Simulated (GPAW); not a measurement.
V:

```
V
1.0
    -1.51435    1.51435    1.51435
     1.51435   -1.51435    1.51435
     1.51435    1.51435   -1.51435
V
1
Direct
  0.00000 0.00000 0.00000
```

```yaml
Program: GPAW 26.7.0
Task: relaxation of cell and atoms
Functional: BLYP
Dispersion: D4
Potentials_or_basis: PAW data sets generated in the run's folder for this functional
Cutoff: 600 eV
Basis: pw
k_mesh: 12 × 12 × 12
Occupations: fermi-dirac, width 0.05 eV
Spin: collinear spin, ferromagnetic start
Starting_moments: "[2.0] μB"
```

At the start: pressure -7.5 GPa; volume 13.89 Å³/atom.

Q: Where does the relaxation end?

A: Over 3 steps the energy falls by 15.4 meV/atom and the volume is 13.26 Å³/atom (-4.5 %); space group Im-3m (No. 229, to 0.05 Å); moment 0.00 μB per cell.

Step by step:
```
step  energy change (eV)  largest force (eV/Å)  pressure (GPa)  volume (Å³)
   1              0.0000                0.0000           -7.48        13.89
   2             -0.0129                0.0000           -3.08        13.51
   3             -0.0154                0.0000            0.13        13.26
```

Final structure:
```cif
data_structure
_symmetry_space_group_name_H-M 'P 1'
_symmetry_Int_Tables_number 1
_cell_length_a 2.5827
_cell_length_b 2.5827
_cell_length_c 2.5827
_cell_angle_alpha 109.471
_cell_angle_beta 109.471
_cell_angle_gamma 109.471
_cell_volume 13.26
loop_
_atom_site_label
_atom_site_type_symbol
_atom_site_fract_x
_atom_site_fract_y
_atom_site_fract_z
_atom_site_occupancy
V1 V 0.00000 0.00000 0.00000 1
```

Caveat: each step starts from the last one's moments, so a moment once lost doesn't come back; later steps reuse the first step's grids; pairwise dispersion overbinds metals, which lowers pressure and volume.
